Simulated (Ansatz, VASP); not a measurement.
**SiMo3: VASP beside Ansatz**

```
CELL_PARAMETERS angstrom
3.60009 0.00000 0.00000
0.00000 3.60009 0.00000
0.00000 0.00000 5.25425
ATOMIC_POSITIONS crystal
Si 0.00000 0.00000 0.50000
Mo 0.00000 0.00000 0.00000
Mo 0.50000 0.50000 0.50000
Mo 0.50000 0.50000 0.00000
```

Alike in both runs: functional PBE; k mesh 4 × 4 × 4; occupations gaussian, width 0.1 eV; no spin polarisation.

Ansatz relaxed the structure, and its values are those at the end. VASP's run is a single point on that final structure, the one shown.

|  | VASP | Ansatz |
| --- | --- | --- |
| version | VASP 6.6.1 | Ansatz 0.2.0 |
| potentials or method | VASP PAW PBE potentials, release 64 (Si, Mo_sv) | scalar-relativistic, plane waves, PAW |
| plane-wave cutoff (eV) | 520 | 420 |
| valence electrons in the cell | 46 | 46 |

```tsv
	VASP	Ansatz	Ansatz less VASP
gap on the k mesh at the Fermi level (eV)	none	none	-
pressure (GPa)	0.3	0.0	-0.33
```

A gap of «none» marks a metal or a gap that the smearing closes. With one functional, cell and mesh, what is left measures potentials, basis and numerics.

Caveats: the k mesh is coarse (spacing up to 0.44 Å⁻¹), so the values aren't converged.
